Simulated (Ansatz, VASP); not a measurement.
## Cross-check of Te2Pt between VASP and Ansatz

Aim: how closely do two programs agree when they are given the same cell, functional and k mesh? Of the first pair: The structure shown is the start of the Ansatz relaxation below; VASP solves that cell, so the two are compared at the walk's first step.

Program: Ansatz 0.2.0. Level of theory: plane waves, with VASP 6.6.1 beside it; single point at RPBE. Results are calculated unless marked as measured.

## 1. The starting structure

The cell holds 3 atoms: 1 Pt and 2 Te. Its edges and angles: a = 4.010 Å, b = 4.010 Å, c = 29.001 Å, α = 90.0°, β = 90.0°, γ = 120.0°. It derives from Te2Pt. As first built, before any earlier steps moved the atoms (in the runner's words): one layer cut from layered Te2Pt (space group P-3m1). Vacuum lies along c. The height across the vacuum is the one that the program set for its solve, not the one typed.

## 2. Ansatz: relaxation, RPBE

Ansatz runs on its default PAW (the set named soft_2) files.

The two programs are compared at the cell with which this relaxation starts, whose forces are those of its first step.

The input, input.yaml:

```yaml
crystal:
  lattice:
    - [4.01, 0.0, 0.0]
    - [-2.005, 3.47276187, 0.0]
    - [0.0, 0.0, 18.6005]
  atoms:
    - { symbol: Pt, position: [0.33333333, 0.66666667, 0.5] }
    - { symbol: Te, position: [0.0, 0.0, 0.56990403] }
    - { symbol: Te, position: [0.66666667, 0.33333333, 0.43009597] }
  periodic: [true, true, false]
kpoints:
  mp_grid: { grid: [7, 7, 1] }
scf:
  occupations: { method: fermi_dirac, width: 0.05 }
hamiltonian:
  xc: rpbe
output:
  forces: true
  stress: true
relax:
  f_tol: 0.02
  max_steps: 50
  cell: {}
```

Launch:

```
> ansatz run input.yaml --threads 1 --pin off --max-ram 4096MiB --backend cpu --events-out ev --progress --plain --runs-dir out
```

Numbers of over 12 decimals in the logs are rounded to 6 here.

The program printed:

```text
Warning: crystal.periodic: the lattice vector that does not repeat stood 0.000° off the slab's normal, 18.601 Å along it as the deck builds it. The run solves the slab on a vector along the normal, 29.001 Å long, with every atom where it was (on the deck's vector they left 16.00 Å outside them, and the widest stretch free of ions among them is 1.30 Å). A fractional position that the run reports is one of the run's ce [...]
crystal.periodic: the lattice vector that does not repeat stood 0.000° off the slab's normal, 18.601 Å along it as the deck builds it. The run solves the slab on a vector along the normal, 29.001 Å long, with every atom where it was (on the deck's vector they left 16.00 Å outside them, and the widest stretch free of ions among them is 1.30 Å). A fractional position that the run reports is one of the run's cell, which [...]
Engine: ansatz 0.2.0, aarch64-unknown-linux-gnu
Pseudopotentials: kind: paw
Pseudopotential: Pt, paw, valence charge 18, recommended cutoff 420 eV (normal), Pt.paw.azcp
Pseudopotential: Te, paw, valence charge 16, recommended cutoff 420 eV (normal), Te.paw.azcp
Functional definition: RPBE
  parameter kappa = 0.804
  parameter beta = 0.066725
  exchange = rpbe_x(kappa = kappa, mu = beta*pi^2/3)
  correlation = pbe_c(beta = beta)
Crystal: 3 atoms, lattice volume = 403.861 Å³
Basis set: ecut = 420 eV, 7909 PW (Γ), exchange–correlation on 54×54×400 points (8 copies of the dense FFT grid, shifted against one another)
Bands: 30, of which v1, the nominal top of the filled ones, is band 25 counted from 1 (24 counted from 0)
Symmetry: 12 space group operations
Space group: P-3m1 (ITA 164), of the structure as read, at distance tolerance 7.4e-5 Å
k-points: 8 of 49
Non-local potential: Pt, projectors of the file, l = 0: 3, l = 1: 2, l = 2: 2, l = 3: 1
Non-local potential: Te, projectors of the file, l = 0: 2, l = 1: 2, l = 2: 2, l = 3: 2
PAW form: soft (Blöchl's): semilocal exchange-correlation on the pseudo side does not see the compensation charge
PAW frozen core: Pt, regenerated for the run's functional, and the local potential with it (the file was generated under x = pbe(κ = 0.804, μ = 0.219515), c = pbe(β = 0.066725))
PAW frozen core: Te, regenerated for the run's functional, and the local potential with it (the file was generated under x = pbe(κ = 0.804, μ = 0.219515), c = pbe(β = 0.066725))
PAW one-centre angular grid: Pt, 590 points (default); XC on 64 Gauss nodes
PAW one-centre angular grid: Te, 590 points (default); XC on 64 Gauss nodes
Initial density: superposition of atomic densities (neutral atoms: chi_scale 0, normalization atom), corrected by the library's trained network
Initial wavefunctions: pseudopotential atomic-orbital guess
Functional: x = rpbe, c = pbe(β = 0.066725)
[...]
SCF iter   7: F=-26515.574049 eV  HF=-26515.574049 eV  |F-HF|=8.23e-8  |Δ(HF+E_count)|=   2.79e-6  Δρ=6.27e-6  dr2=1.67e-7  ethr=6.00e-10  ⟨swp⟩=5.8  Hψ=1308  notcnv=0
SCF 2 converged in 7 iterations: F = -26515.574049 eV  dr2 = 1.67e-7
relax step   2: F+E_penalty+E_count = -26515.57404900 eV  Δ(F+E_penalty+E_count) = -6.518e-2 eV  max|allowed force component| = 8.717e-1 eV/Å  Δτ_max = 0.1950 Å  P = -1.613 N/m  Ω = 410.113 Å³  energy of the carried Pulay correction = -3.007e-4 eV  fix = [c, alpha, beta]  reactions: c -0.000 N/m  (7 SCF iters, dr2 threshold 3.00e-7 eV, accepted)
[...]
relax step   3: F+E_penalty+E_count = -26515.66063266 eV  Δ(F+E_penalty+E_count) = -8.658e-2 eV  max|allowed force component| = 1.167e-1 eV/Å  Δτ_max = 0.0917 Å  P = -0.222 N/m  Ω = 413.040 Å³  energy of the carried Pulay correction = -4.400e-4 eV  fix = [c, alpha, beta]  reactions: c -0.000 N/m  (7 SCF iters, dr2 threshold 3.00e-7 eV, accepted)
[...]
relax step   4: F+E_penalty+E_count = -26515.66200821 eV  Δ(F+E_penalty+E_count) = -1.376e-3 eV  max|allowed force component| = 1.208e-2 eV/Å  Δτ_max = 0.0140 Å  P = +0.032 N/m  Ω = 413.443 Å³  energy of the carried Pulay correction = -4.591e-4 eV  fix = [c, alpha, beta]  reactions: c +0.000 N/m  (5 SCF iters, dr2 threshold 3.00e-7 eV, accepted)
[...]
relax step   5: F+E_penalty+E_count = -26515.66244195 eV  Δ(F+E_penalty+E_count) = -4.337e-4 eV  max|allowed force component| = 1.188e-2 eV/Å  Δτ_max = 0.0000 Å  P = +0.029 N/m  Ω = 413.443 Å³  fix = [c, alpha, beta]  reactions: c +0.000 N/m  stress off target by 2.91e-2 N/m on what of the cell is left free  SCF on the basis re-selected at this cell (its energy is not comparable with the rows above)  (8 SCF iters)
basis re-selected at this cell: Δ(F+E_penalty+E_count) = -4.337e-4 eV, ΔP = -0.003 N/m vs the last step (what re-selecting the basis moved, of the pressure what is left beyond the Pulay correction that the steps carried, after the strain that the cell walked since its last selection, with what the two solves' SCF thresholds leave and, on support functions, any second-order correction that the steps lacked; it is no measure of the basis error at this ecutwfc). The dense FFT grid was sized anew with the basis: this SCF ran on 30×30×200 points, the steps before it on 27×27×200, so part of this shift can come from that change (see relax.cell in the input reference). [rest of the remark cut]
SCF converged after 8 iterations
Free energy (F): -26515.662442 eV
Harris-Foulkes:  -26515.662442 eV  (|F-HF|=8.08e-9)
Internal energy: -26515.662425 eV  (E = F + TS)
E sigma→0 (E₀):  -26515.662434 eV
Entropy (-TS):   -0.000017 eV (-0.006 meV/atom)
Fermi energy:    -4.303571 eV
--- Per-component energies (eV) ---
  E_band       = -1588.183446
  E_kinetic    = 996.813714
  E_local      = -97355.550250  (includes V_loc(G=0)·N_el)
  E_nonlocal   = -424.492012
  E_hartree    = 48375.900350
  E_xc         = -510.317944
  E_vxc        = -509.756755  (∫ρ·V_xc dr)
  E_paw        = -18810.214713  (= ΣΔE_a)
  E_vpaw       = -1046.999706  (= ΣTr[D̂ρ^β])
  E_aug_tail   = -0.000126  (compensation charges beyond the density's cutoff)
  E_ewald      = 41212.313846
  E_core_change = -0.115290  (= ΣΔE_core)
  E_smearing   = -0.000017  (= −TS)
  E_closure    = -0.000000  (closes the sum)
  Σ components = -26515.662442   (vs F -26515.662442, Δ=0.00e0)
--- Forces (eV/Å), atoms counted from 1 ---
  atom   1  Pt     0.00000000     0.00000000     0.00000000
  atom   2  Te     0.00000000     0.00000000     0.01188006
  atom   3  Te    -0.00000000    -0.00000000    -0.01188006
  max |Σ_I F_I| component: 1.73e-18 eV/Å
--- 2D stress c σ (N/m, compression-positive) ---
        0.029116      -0.000000      -0.000000
       -0.000000       0.029116      -0.000000
       -0.000000      -0.000000       0.000000
  P = ½ c Tr σ = 0.0291 N/m
--- Relaxed structure (4 steps of the walk, 4 accepted, 1 SCFs on fresh bases) ---
  F+E_penalty+E_count = -26515.66244195 eV   max|allowed force component| = 1.188e-2 eV/Å   (the final SCF, on the basis selected at the relaxed cell)
  cell:  # Å, volume = 413.4426 Å³
    - [4.057288, 0, 0]
    - [-2.028644, 3.513714, 0]
    - [0, 0, 29.00099964006]
  atoms:
    - { symbol: Pt, position: [0.333333, 0.666667, 0.320687] }
    - { symbol: Te, position: [4.755306544864861e-19, 9.51061308972974e-19, 0.368599] }
    - { symbol: Te, position: [0.666667, 0.333333, 0.272775] }
```

Reading the cycles: dr2 is the Hartree energy of the density residual (eV), the measure of convergence; HF is the Harris–Foulkes estimate of the energy, which meets the free energy F at convergence.

## 3. VASP: single point, RPBE, start cell, pair 1

The same cell, functional, mesh and smearing now go to VASP, with its own data sets.

Lines of VASP's logs that name or quote its potential files are left out, and so is its time.

The input, INCAR:

```
SYSTEM = Te2Pt
PREC = Accurate
ENCUT = 400
EDIFF = 1E-06
NELM = 120
ISMEAR = -1
SIGMA = 0.05
LREAL = .FALSE.
ALGO = Normal
GGA = RP
NBANDS = 17
LASPH = .TRUE.
LORBIT = 11
LWAVE = .FALSE.
LCHARG = .FALSE.
ISIF = 2
LDIPOL = .TRUE.
IDIPOL = 3
DIPOL = 0.5 0.5 0.321
LVHAR = .TRUE.
GGA_COMPAT = .FALSE.
EFERMI = MIDGAP
NELMDL = -8
```

The input, POSCAR:

```
Te2Pt
1.0
    4.0100000000      0.0000000000      0.0000000000
   -2.0050000000      3.4727620000      0.0000000000
    0.0000000000      0.0000000000     29.0010000000
Pt Te
1 2
Direct
    0.3333333813      0.6666667627      0.3206872177
    0.0000000480      0.0000000960      0.3655218786
    0.6666667146      0.3333334294      0.2758525568
```

The input, KPOINTS:

```
Automatic mesh
0
Gamma
7 7 1
0 0 0
```

PAW data sets: Pt and Te (PBE family, release 64).

Launch:

```
> mpirun -np 1 vasp_std
```

The program printed:

```text
[banner, memory and clock lines left out]
running    1 mpi-ranks, on    1 nodes
 distrk:  each k-point on    1 cores,    1 groups
 distr:  one band on    1 cores,    1 groups

 POSCAR found type information on POSCAR PtTe
 POSCAR found :  2 types and       3 ions
|                                                                             |
|               ----> ADVICE to this user running VASP <----                  |
|                                                                             |
|     You enforced a specific xc type in the INCAR file but a different       |
|     [... a line on the potential file left out ...]
|     I HOPE YOU KNOW WHAT YOU ARE DOING!                                     |
|                                                                             |

 LDA part: xc-table for (Slater+PW92), standard interpolation
 POSCAR, INCAR and KPOINTS ok, starting setup
 FFT: planning ... GRIDC
 FFT: planning ... GRID_SOFT
 FFT: planning ... GRID
 WAVECAR not read
 entering main loop
       N       E                     dE             d eps       ncg     rms          rms(c)
DAV:   1     0.152845146211E+03    0.15285E+03   -0.56655E+03   272   0.723E+02
DAV:   2     0.533315655115E+01   -0.14751E+03   -0.13945E+03   433   0.140E+02
DAV:   3    -0.122640093292E+02   -0.17597E+02   -0.17486E+02   356   0.597E+01
DAV:   4    -0.125742218685E+02   -0.31021E+00   -0.30986E+00   414   0.941E+00
DAV:   5    -0.125775851195E+02   -0.33633E-02   -0.33631E-02   415   0.966E-01
DAV:   6    -0.125776558394E+02   -0.70720E-04   -0.70720E-04   430   0.902E-02
DAV:   7    -0.125776581813E+02   -0.23419E-05   -0.23417E-05   439   0.145E-02
DAV:   8    -0.125776582634E+02   -0.82098E-07   -0.81861E-07   350   0.195E-03    0.126E+01
DAV:   9    -0.122671308634E+02    0.31053E+00   -0.24775E+00   301   0.134E+01    0.814E+00
DAV:  10    -0.122124057533E+02    0.54725E-01   -0.92567E-01   325   0.870E+00    0.311E+00
DAV:  11    -0.121534903191E+02    0.58915E-01   -0.12494E-01   358   0.343E+00    0.713E-01
DAV:  12    -0.121506892837E+02    0.28010E-02   -0.44076E-02   352   0.160E+00    0.296E-01
DAV:  13    -0.121508141748E+02   -0.12489E-03   -0.21822E-03   359   0.319E-01    0.352E-01
DAV:  14    -0.121509741337E+02   -0.15996E-03   -0.32610E-04   314   0.109E-01    0.103E-01
DAV:  15    -0.121508468204E+02    0.12731E-03   -0.37152E-04   327   0.172E-01    0.450E-02
DAV:  16    -0.121509139420E+02   -0.67122E-04   -0.94748E-05   281   0.573E-02    0.400E-02
DAV:  17    -0.121509519611E+02   -0.38019E-04   -0.54416E-06   287   0.121E-02    0.350E-02
DAV:  18    -0.121509863101E+02   -0.34349E-04   -0.46452E-06   266   0.863E-03    0.135E-02
DAV:  19    -0.121510128886E+02   -0.26578E-04   -0.55648E-06   277   0.100E-02    0.124E-02
DAV:  20    -0.121510200038E+02   -0.71152E-05   -0.16445E-06   304   0.638E-03    0.142E-02
DAV:  21    -0.121510231765E+02   -0.31726E-05   -0.12841E-07   301   0.207E-03    0.390E-03
DAV:  22    -0.121510273018E+02   -0.41253E-05   -0.43523E-07   226   0.231E-03    0.155E-03
DAV:  23    -0.121510281709E+02   -0.86915E-06   -0.37807E-08   298   0.149E-03
   1 F= -.12151028E+02 E0= -.12151023E+02  d E =-.948959E-05
```

From OUTCAR (step 3):

```text
ion  position               nearest neighbor table
   1  0.333  0.667  0.321-   3 2.66   2 2.66   2 2.66   3 2.66   2 2.66   3 2.66
   2  0.000  0.000  0.366-   1 2.66   1 2.66   1 2.66   3 3.48   3 3.48   3 3.48
   3  0.667  0.333  0.276-   1 2.66   1 2.66   1 2.66   2 3.48   2 3.48   2 3.48

  LATTYP: Found a hexagonal cell.
 ALAT       =     4.0100000000
 C/A-ratio  =     7.2321695761

 Subroutine GETGRP returns: Found 12 space group operations
 (whereof  6 operations were pure point group operations)

The static configuration has the point symmetry C_3v.
 The point group associated with its full space group is D_3d.

 Found      8 irreducible k-points:

   k-points           NKPTS =      8   k-points in BZ     NKDIM =      8   number of bands    NBANDS=     17

   dimension x,y,z NGX =    28 NGY =   28 NGZ =  192
   dimension x,y,z NGXF=    56 NGYF=   56 NGZF=  384

   ENCUT  =  400.0 eV  29.40 Ry    5.42 a.u.   6.54  6.54 47.29*2*pi/ulx,y,z

   NELECT =      22.0000    total number of electrons

 k-points in reciprocal lattice and weights: Automatic mesh
   0.00000000  0.00000000  0.00000000       0.020
   0.14285714  0.00000000  0.00000000       0.122
   0.28571429  0.00000000  0.00000000       0.122
   0.42857143  0.00000000  0.00000000       0.122
   0.14285714  0.14285714  0.00000000       0.122
   0.28571429  0.14285714  0.00000000       0.245
   0.42857143  0.14285714  0.00000000       0.122
   0.28571429  0.28571429  0.00000000       0.122

 dipolmoment           0.000000      0.000000      0.000001 electrons x Angstroem

 average (electrostatic) potential at core
       1 -77.0120       2 -97.0933       3 -97.0933

 E-fermi :  -1.8396

 k-point     1 :       0.0000    0.0000    0.0000
  band No.  band energies     occupation
    ...
      7      -5.8930      2.00000
      8      -4.1280      2.00000
      9      -2.8686      2.00000
     10      -2.4458      1.99999
     11      -2.4458      1.99999
     12       0.1321      0.00000
     13       0.1321      0.00000
     14       1.4691      0.00000
     15       1.4786      0.00000
     16       2.2046      0.00000
    ...

 k-point     2 :       0.1429    0.0000    0.0000
  band No.  band energies     occupation
    ...
      7      -5.9951      2.00000
      8      -4.5990      2.00000
      9      -3.0350      2.00000
     10      -2.6995      2.00000
     11      -2.5109      2.00000
     12      -1.0306      0.00000
     13      -0.1127      0.00000
     14       1.8935      0.00000
     15       1.9473      0.00000
     16       2.3752      0.00000
    ...

 k-point     3 :       0.2857    0.0000    0.0000
  band No.  band energies     occupation
    ...
      7      -6.0810      2.00000
      8      -5.2309      2.00000
      9      -3.9834      2.00000
     10      -3.5404      2.00000
     11      -2.7894      2.00000
     12      -1.2938      0.00004
     13      -0.1681      0.00000
     14       1.3757      0.00000
     15       2.5807      0.00000
     16       2.7522      0.00000
    ...

  Total        3.5301794      3.5301797      3.2930025      0.0000000      0.0000000      0.0000000
  in kB       14.0047381     14.0047392     13.0638226      0.0000000      0.0000000      0.0000000
  external PRESSURE =      13.6911000 kB  Pullay stress =       0.0000000 kB

  energy-cutoff  :      400.00
  volume of cell :      403.86
      direct lattice vectors                 reciprocal lattice vectors
     4.010000000  0.000000000  0.000000000     0.249376559  0.143977618  0.000000000
    -2.005000000  3.472762000  0.000000000     0.000000000  0.287955236  0.000000000
     0.000000000  0.000000000 29.001000000     0.000000000  0.000000000  0.034481570

 POSITION                                       TOTAL-FORCE (eV/Angst)
 -----------------------------------------------------------------------------------
     -0.00000      2.31518      9.30025         0.000000     -0.000000      0.000000
     -0.00000      0.00000     10.60050         0.000000     -0.000000      1.272881
      2.00500      1.15759      8.00000         0.000000      0.000000     -1.272881
 -----------------------------------------------------------------------------------
    total drift:                                0.000000     -0.000264      0.000086

  FREE ENERGIE OF THE ION-ELECTRON SYSTEM (eV)
  ---------------------------------------------------
  free  energy   TOTEN  =       -12.1510281709 eV

  energy  without entropy=      -12.1510186814  energy(sigma->0) =      -12.15102343

 vacuum level on the upper side and lower side of the slab         2.377         2.377

 total charge
# of ion       s       p       d       tot
------------------------------------------
    1        0.694   0.724   8.080   9.499
    2        1.383   1.922   0.062   3.368
    3        1.383   1.922   0.062   3.368
--------------------------------------------------
tot          3.460   4.569   8.205  16.234

[... 3 further parts left out ...]
```

(Part 1 of 2 ends here.)

[Lines on the potential files, build, host, timing and source positions are cut from VASP's logs without a mark.]

[Logs are printed without paths, hosts, clocks, repeated set-up lines and the standing remarks that a program may print on its own settings, such as how far it seeks lower states.]

[Hosts, paths, dates, database ids (printed as entryN), source tags and the programs' standing remarks are cut or masked in the printed files.]
